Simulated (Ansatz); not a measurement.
# C, C215 defect cell: relaxing cell and atoms, single point and relaxing the atoms, part 2 of 2

The task, for C, C215 defect cell: 4 runs in a chain (relaxing cell and atoms, single point and relaxing the atoms).

Ansatz 0.2.0; DFT PBE, scalar-relativistic, plane waves, PAW. The steps go on from the part before.

**4. Relaxing the atoms: C215 defect cell**

It takes the final geometry of step 3: 1 atom is removed.

Edit input.yaml of step 3 so:

```diff
@@ -6,3 +6,2 @@
   atoms:
-    - { symbol: C, position: [0.6666666667, 0.0, 0.0] }
     - { symbol: C, position: [0.8333333333, 0.1666666667, 0.0] }
@@ -226,3 +225,3 @@
   forces: true
-  stress: true
+  stress: false
   eigenvalues: true
@@ -232 +231,4 @@
   mp_grid: { grid: [1, 1, 1] }
+relax:
+  f_tol: 0.02
+  adjacent_minimum: "off"
```

On the command line:

```sh
> ansatz run input.yaml --threads 4 --pin off --max-ram 14336MiB --backend cpu --events-out ev --progress --plain --runs-dir out
```

Log:

```text
Warning: RAYON_NUM_THREADS=4 ignored (pool sized by the plan → 4); use --threads N
Engine: ansatz 0.2.0, x86_64-unknown-linux-gnu
Pseudopotentials: kind: paw
Pseudopotential: C, paw, valence charge 4, recommended cutoff 420 eV (normal), C.paw.azcp
Functional definition: PBE
  parameter kappa = 0.804
  parameter beta = 0.06672455060314922
  exchange = pbe_x(kappa = kappa, mu = beta*pi^2/3)
  correlation = pbe_c(beta = beta)
Crystal: 215 atoms, lattice volume = 1230.075 Å³
Basis set: ecut = 420 eV, 23871 PW (Γ), exchange–correlation on 144×144×144 points (8 copies of the dense FFT grid, shifted against one another)
Bands: 645, of which v1, the nominal top of the filled ones, is band 430 counted from 1 (429 counted from 0)
Symmetry: 24 space group operations
Space group: P-43m (ITA 215), of the structure as read, at distance tolerance 1.1e-4 Å
k-points: 1
Non-local potential: C, projectors of the file, l = 0: 2, l = 1: 2, l = 2: 1
PAW form: soft (Blöchl's): semilocal exchange-correlation on the pseudo side does not see the compensation charge
PAW one-centre angular grid: C, 110 points (default); XC on 64 Gauss nodes
Initial density: superposition of atomic densities (neutral atoms: chi_scale 0, normalization atom), corrected by the library's trained network
Initial wavefunctions: pseudopotential atomic-orbital guess
Functional: x = pbe(κ = 0.804, μ = 0.2195149727645171), c = pbe(β = 0.06672455060314922)
SCF iter   1: F=—  HF=-53914.236881 eV  |F-HF|=—  |Δ(HF+E_count)|=         —  Δρ=3.80e-3  dr2=2.52e-1  ethr=1.77e-3  ⟨swp⟩=6.0  Hψ=2926  notcnv=0  defer=30
preconditioner: auto → Resta (q_TF=auto, 2.570 Å⁻¹)  ε∞=4.4  [insulator: Δε(μ)=1.510 eV  Ē_g=16.864 eV  σ=0.020 eV  W_gap=0.66  n_scr=364 (ndim 8)  ℏωp=31.0 eV  f_vac=0.000  D(μ)=154.25/eV (n_scr^D=2204)  ε∞_Penn≈4.4]
SCF iter   2: F=—  HF=-53914.219166 eV  |F-HF|=—  |Δ(HF+E_count)|=   1.77e-2  Δρ=1.81e-3  dr2=6.02e-2  ethr=2.93e-5  ⟨swp⟩=2.0  Hψ=1174  notcnv=0  defer=190
SCF iter   3: F=—  HF=-53914.213990 eV  |F-HF|=—  |Δ(HF+E_count)|=   5.18e-3  Δρ=2.55e-4  dr2=1.30e-3  ethr=7.00e-6  ⟨swp⟩=2.0  Hψ=674  notcnv=0  defer=190
SCF iter   4: F=—  HF=-53914.222708 eV  |F-HF|=—  |Δ(HF+E_count)|=   8.72e-3  Δρ=5.34e-5  dr2=2.93e-5  ethr=1.51e-7  ⟨swp⟩=2.0  Hψ=793  notcnv=0  defer=190
iter 5 did not close the SCF: its close was put off for the readings that it lacked (scf_convergence_deferred on its scf_iter line)
SCF iter   5: F=-53914.222709 eV  HF=-53914.222709 eV  |F-HF|=8.70e-8  |Δ(HF+E_count)|=   1.23e-6  Δρ=6.26e-6  dr2=4.75e-7  ethr=3.40e-9  ⟨swp⟩=2.0  Hψ=870  notcnv=0  defer=190
SCF iter   6: F=-53914.222709 eV  HF=-53914.222709 eV  |F-HF|=6.49e-9  |Δ(HF+E_count)|=   1.25e-7  Δρ=1.18e-6  dr2=9.78e-9  ethr=5.52e-11  ⟨swp⟩=12.0  Hψ=3418  notcnv=0
SCF 1 converged in 6 iterations: F = -53914.222709 eV  dr2 = 9.78e-9
relax step   1: F+E_penalty+E_count = -53914.22270895 eV  Δ(F+E_penalty+E_count) = +0.000e0 eV  max|allowed force component| = 1.524e0 eV/Å  Δτ_max = 0.0000 Å  (6 SCF iters, dr2 threshold 1.00e-5 eV, accepted)
[... 13 lines left out ...]
relax step   2: F+E_penalty+E_count = -53914.80783993 eV  Δ(F+E_penalty+E_count) = -5.851e-1 eV  max|allowed force component| = 5.961e-1 eV/Å  Δτ_max = 0.0877 Å  (6 SCF iters, dr2 threshold 1.00e-4 eV, accepted)
[... 34 lines left out ...]
relax step   5: F+E_penalty+E_count = -53914.99989219 eV  Δ(F+E_penalty+E_count) = -1.892e-10 eV  max|allowed force component| = 1.133e-2 eV/Å  Δτ_max = 0.0000 Å  (7 SCF iters, accepted)
SCF converged after 7 iterations
Free energy (F): -53914.999892 eV
Harris-Foulkes:  -53914.999892 eV  (|F-HF|=1.46e-11)
Internal energy: -53914.969040 eV  (E = F + TS)
E sigma→0 (E₀):  -53914.984466 eV
Entropy (-TS):   -0.030852 eV (-0.143 meV/atom)
Fermi energy:    14.818655 eV
--- Per-component energies (eV) ---
  E_band       = 3625.689564
  E_kinetic    = 19806.272015
  E_local      = -13483.111283  (includes V_loc(G=0)·N_el)
  E_nonlocal   = 5726.881540
  E_hartree    = 2995.767576
  E_xc         = -10461.616002
  E_vxc        = -12986.583250  (∫ρ·V_xc dr)
[... 391 lines left out ...]
    - { symbol: C, position: [0.5830332307901583, 0.2507809944402906, 0.7492190055597091] }
    - { symbol: C, position: [0.7499793051549714, 0.4165961153575636, 0.7500671943681719] }
    - { symbol: C, position: [0.9167686940201203, 0.5831423421327652, 0.7498979726465463] }
    - { symbol: C, position: [0.5766918810578305, 0.08997478560883608, 0.910025214391164] }
    - { symbol: C, position: [0.7496226888691665, 0.2496533589926272, 0.9170439777975001] }
    - { symbol: C, position: [0.9165994722984947, 0.4165961153575636, 0.9166873615116953] }
    - { symbol: C, position: [0.0832627820242302, 0.7500671943681719, 0.08331263848830467] }
    - { symbol: C, position: [0.24996024953173732, 0.916684491682087, 0.08331550831791304] }
    - { symbol: C, position: [0.08327473060764623, 0.5833919360590204, 0.25002164029321533] }
    - { symbol: C, position: [0.24980900879943188, 0.7498979726465463, 0.2501020273534536] }
    - { symbol: C, position: [0.41588567222637596, 0.9163665641234919, 0.2507809944402906] }
    - { symbol: C, position: [0.08336603331714278, 0.4166993666504762, 0.4166993666504762] }
    - { symbol: C, position: [0.24996730001619047, 0.5833006333495238, 0.4166993666504762] }
    - { symbol: C, position: [0.4165646393132131, 0.7498979726465463, 0.4168576578672348] }
    - { symbol: C, position: [0.5833511583487536, 0.916684491682087, 0.41670641713492934] }
    - { symbol: C, position: [0.08327473060764623, 0.25002164029321533, 0.5833919360590204] }
    - { symbol: C, position: [0.24996730001619047, 0.4166993666504762, 0.5833006333495238] }
    - { symbol: C, position: [0.41664502637345135, 0.5833919360590204, 0.5833919360590204] }
    - { symbol: C, position: [0.5833540281783619, 0.7500671943681719, 0.5834038846424363] }
    - { symbol: C, position: [0.7499821749845796, 0.916684491682087, 0.5832935828650706] }
    - { symbol: C, position: [0.0832627820242302, 0.08331263848830467, 0.7500671943681719] }
    - { symbol: C, position: [0.24980900879943188, 0.2501020273534536, 0.7498979726465463] }
    - { symbol: C, position: [0.4165646393132131, 0.4168576578672348, 0.7498979726465463] }
    - { symbol: C, position: [0.5833540281783619, 0.5834038846424363, 0.7500671943681719] }
    - { symbol: C, position: [0.7503001025431747, 0.7492190055597091, 0.7492190055597091] }
    - { symbol: C, position: [0.9174476611069574, 0.9163665641234919, 0.7492190055597091] }
    - { symbol: C, position: [0.24996024953173732, 0.08331550831791304, 0.916684491682087] }
    - { symbol: C, position: [0.41588567222637596, 0.2507809944402906, 0.9163665641234919] }
    - { symbol: C, position: [0.5833511583487536, 0.41670641713492934, 0.916684491682087] }
    - { symbol: C, position: [0.7499821749845796, 0.5832935828650706, 0.916684491682087] }
    - { symbol: C, position: [0.9174476611069574, 0.7492190055597091, 0.9163665641234919] }
    - { symbol: C, position: [0.0832627820242302, 0.9166873615116953, 0.249932805631828] }
    - { symbol: C, position: [0.08327473060764623, 0.7499783597067846, 0.41660806394097954] }
    - { symbol: C, position: [0.24987112305213566, 0.9165908500379788, 0.416795543614531] }
    - { symbol: C, position: [0.08336603331714278, 0.5833006333495238, 0.5833006333495238] }
    - { symbol: C, position: [0.25005860272568703, 0.7499783597067846, 0.5833919360590204] }
    - { symbol: C, position: [0.41673386103483867, 0.9166873615116953, 0.5834038846424363] }
    - { symbol: C, position: [0.08327473060764623, 0.41660806394097954, 0.7499783597067846] }
    - { symbol: C, position: [0.25005860272568703, 0.5833919360590204, 0.7499783597067846] }
    - { symbol: C, position: [0.4168457159445728, 0.7501790492779062, 0.7501790492779062] }
    - { symbol: C, position: [0.5837106444641667, 0.9170439777975001, 0.7503466410073727] }
    - { symbol: C, position: [0.0832627820242302, 0.249932805631828, 0.9166873615116953] }
    - { symbol: C, position: [0.24987112305213566, 0.416795543614531, 0.9165908500379788] }
    - { symbol: C, position: [0.41673386103483867, 0.5834038846424363, 0.9166873615116953] }
    - { symbol: C, position: [0.5837106444641667, 0.7503466410073727, 0.9170439777975001] }
    - { symbol: C, position: [0.7566414522755025, 0.910025214391164, 0.910025214391164] }
    - { symbol: C, position: [0.08346221028119759, 0.9165908500379788, 0.5832044563854689] }
    - { symbol: C, position: [0.08352432453390138, 0.7498979726465463, 0.7498979726465463] }
    - { symbol: C, position: [0.25007055130910305, 0.9166873615116953, 0.7500671943681719] }
    - { symbol: C, position: [0.08346221028119759, 0.5832044563854689, 0.9165908500379788] }
    - { symbol: C, position: [0.25007055130910305, 0.7500671943681719, 0.9166873615116953] }
    - { symbol: C, position: [0.4170133076740393, 0.9170439777975001, 0.9170439777975001] }
    - { symbol: C, position: [0.08337308380159593, 0.916684491682087, 0.916684491682087] }
```

Wall time 2.4 min (4 threads of AMD EPYC 7R43 (Zen 3), shared host); peak memory 2.2 GiB.

Relaxation path:

| step | energy from step 1 (eV/cell) | largest force component (eV/Å) |
| --- | --- | --- |
| 1 | 0.0000 | 1.5244 |
| 2 | -0.5851 | 0.5961 |
| 3 | -0.7668 | 0.0956 |
| 4 | -0.7772 | 0.0113 |
| 5 | -0.7772 | 0.0113 |

Step 1 is the start.

**5. Relaxing the atoms**

It takes the final geometry of step 3: 1 atom is removed; 1 atom is set at new places.

Edit input.yaml of step 4 so:

```diff
@@ -113,3 +113,3 @@
     - { symbol: C, position: [0.0, 0.8333333333, 0.8333333333] }
-    - { symbol: C, position: [0.75, 0.0833333333, 0.0833333333] }
+    - { symbol: C, position: [0.7083333333, 0.0416666667, 0.0416666667] }
     - { symbol: C, position: [0.9166666667, 0.25, 0.0833333333] }
@@ -234 +234,2 @@
   adjacent_minimum: "off"
+  escape_saddle: false
```

On the command line:

```sh
> ansatz run input.yaml --threads 4 --pin off --max-ram 14336MiB --backend cpu --events-out ev --progress --plain --runs-dir out
```

Log, cut to the lines that bear on the results:

```text
Warning: RAYON_NUM_THREADS=4 ignored (pool sized by the plan → 4); use --threads N
[...]
[... 3 set-up lines as earlier in the session ...]
[...]
Crystal: 215 atoms, lattice volume = 1230.075 Å³
Basis set: ecut = 420 eV, 23871 PW (Γ), exchange–correlation on 144×144×144 points (8 copies of the dense FFT grid, shifted against one another)
Bands: 645, of which v1, the nominal top of the filled ones, is band 430 counted from 1 (429 counted from 0)
Symmetry: 12 space group operations
Space group: R-3m (ITA 166), of the structure as read, at distance tolerance 1.1e-4 Å
k-points: 1
[...]
SCF iter   1: F=—  HF=-53911.167009 eV  |F-HF|=—  |Δ(HF+E_count)|=         —  Δρ=3.40e-3  dr2=1.56e-1  ethr=1.77e-3  ⟨swp⟩=6.0  Hψ=2956  notcnv=0  defer=32
[...]
    - { symbol: C, position: [0.08319602688795656, 0.24978627222338362, 0.9160659554557536] }
    - { symbol: C, position: [0.2498284098388809, 0.4171291891527805, 0.9165339434376917] }
    - { symbol: C, position: [0.4173008686926426, 0.5843307388953531, 0.9170523738411158] }
    - { symbol: C, position: [0.5851381283181873, 0.7524584416239365, 0.9184714616515209] }
    - { symbol: C, position: [0.7589330178204482, 0.9188172051153051, 0.9188172051153051] }
    - { symbol: C, position: [0.08379585581944733, 0.9165339434376917, 0.5831617431722141] }
    - { symbol: C, position: [0.08407779627146171, 0.749980492433589, 0.749980492433589] }
    - { symbol: C, position: [0.2509974055620198, 0.9170523738411158, 0.7506342020259759] }
    - { symbol: C, position: [0.08379585581944733, 0.5831617431722141, 0.9165339434376917] }
    - { symbol: C, position: [0.2509974055620198, 0.7506342020259759, 0.9170523738411158] }
    - { symbol: C, position: [0.41912510829060323, 0.9184714616515209, 0.9184714616515209] }
    - { symbol: C, position: [0.08372749650486377, 0.9165991383989561, 0.9165991383989561] }
```

It took 3.6 min on 4 threads of AMD EPYC 7R43 (Zen 3), shared host; peak memory 2.2 GiB.

Step by step:

| step | energy from step 1 (eV/cell) | largest force component (eV/Å) |
| --- | --- | --- |
| 1 | 0.0000 | 3.0140 |
| 2 | -0.9466 | 0.6552 |
| 3 | -1.0823 | 0.2790 |
| 4 | -1.1075 | 0.0685 |
| 5 | -1.0975 | 0.1754 |
| 6 | -1.1081 | 0.0535 |
| 7 | -1.1086 | 0.0009 |

Step 1 is the start. Step 5 was tried and not accepted.

**6. Results**

This closing draws on all 2 parts.

```
step            system  set    k mesh  energy above the lowest (eV)  gap on the mesh (eV)     time
   2                 C    A  26×26×26                           n/a                  4.13    5.8 s
   3                 C    B     1×1×1                           n/a                  4.15     19 s
   4  C215 defect cell    C     1×1×1                         0.000                  0.00  2.4 min
   5  C215 defect cell    C     1×1×1                         2.719                  0.00  3.6 min
```

Energies compare only among runs of one formula, size, charge, level and basis; each such set counts from its lowest member. The letters name the sets, whose settings differ as the inputs show.

| quantity | value |
| --- | --- |
| relaxed cell, step 2 (conventional) | a = 3.572 Å, b = 3.572 Å, c = 3.572 Å, α = 90.00°, β = 90.00°, γ = 90.00° |

In words: Against the measured lattice constant a of C, 3.567 Å (powder; quoted in “Characterization of the Materials Synthesized by High Pressure-High Temperature Treatment of a Polymer Derived t-BC2N Ceramic”, 2011, pmc:5448883), the calculated 3.572 Å is off by +0.1 %. That is the cell relaxed with PBE, without thermal expansion or zero-point motion. A measured gap of C is 5.5 eV (quoted in “Fermi level pinning by defects can explain the large reported carbon 1s binding energy variations in diamond”, 2019, arxiv:1902.02958); the calculated 4.15 eV misses it by -1.35 eV. 2 values of this kind are on record in papers (5.47 to 5.5 eV); this one was drawn at random among those near their median. It is a Kohn-Sham gap, without temperature or zero-point motion. Semilocal functionals usually fall short of measured gaps.
